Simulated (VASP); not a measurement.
Write the native input for VASP 6.6.1 that does the following.

* Task: relaxation of cell and atoms
* Functional: r2SCAN
* Potentials or basis: VASP PAW PBE potentials, release 64 (Ba_sv, O)
* Cutoff: 600 eV
* k mesh: 8 × 8 × 8
* Occupations: gaussian, width 0.02 eV
* Spin: no spin polarisation
* Further INCAR settings: ALGO = Normal; EDIFF = 1e-07; IBRION = 2; EDIFFG = -0.005; NSW = 40; ISIF = 3

The structure of BaO lies in POSCAR:

```
BaO
1.0
    0.0000000000      2.7600000000      2.7600000000
    2.7600000000      0.0000000000      2.7600000000
    2.7600000000      2.7600000000      0.0000000000
Ba O
1 1
Direct
    0.0000000000      0.0000000000      0.0000000000
    0.5000000000      0.5000000000      0.5000000000
```

The cell was built by a generator and needn't be a form met in nature.

The input as run:

INCAR

```
SYSTEM = BaO
PREC     = Accurate       ! precision mode
ENCUT    = 600            ! plane-wave cutoff, eV
EDIFF    = 1E-7           ! SCF threshold, eV
ISMEAR   = 0              ! smearing method
SIGMA    = 0.02           ! smearing width, eV
LREAL    = .False.        ! projectors in reciprocal space
LASPH    = .True.         ! aspherical terms in the spheres
NELM     = 120            ! most SCF steps
ALGO     = Normal         ! electronic algorithm
ISIF     = 3              ! what is computed and relaxed
LWAVE    = .False.        ! write WAVECAR
LCHARG   = .False.        ! write CHGCAR
METAGGA  = R2SCAN         ! meta-GGA
LMIXTAU  = .True.       
IBRION   = 2              ! ionic algorithm
NSW      = 40             ! ionic steps
EDIFFG   = -0.005         ! ionic threshold
```

KPOINTS

```
Automatic mesh
0
Gamma
  8 8 8
  0 0 0
```

Potentials or basis: VASP PAW PBE potentials, release 64 (Ba_sv, O).

The run is started by

```bash
$ cat potpaw_PBE.64/Ba_sv/POTCAR potpaw_PBE.64/O/POTCAR > POTCAR
$ mpirun -np 1 vasp_std > vasp.out
```

Results of the run:

```json
{
 "Relaxed volume": "21.74 Å³/atom",
 "Relaxed cell": "a = 3.947 Å, b = 3.947 Å, c = 3.947 Å, α = 60.00°, β = 60.00°, γ = 60.00°",
 "Space group after relaxing (to 0.05 Å)": "Fm-3m (No. 225)",
 "Energy gained by relaxing": "5.9 meV/atom",
 "Ionic steps": "3",
 "Pressure after relaxing": "0.0 GPa",
 "Band gap on the k mesh": "2.38 eV, direct"
}
```

Caveat: the PAW data sets were made with another functional, which shifts forces and pressure a little; spin-orbit coupling is left out, which moves the levels of the heavy elements.

Wall time 2.6 min on 1 thread of Intel(R) Xeon(R) Platinum 8259CL CPU @ 2.50GHz (Skylake/Cascade Lake), with other jobs on the host, peak memory 0.21 GiB.
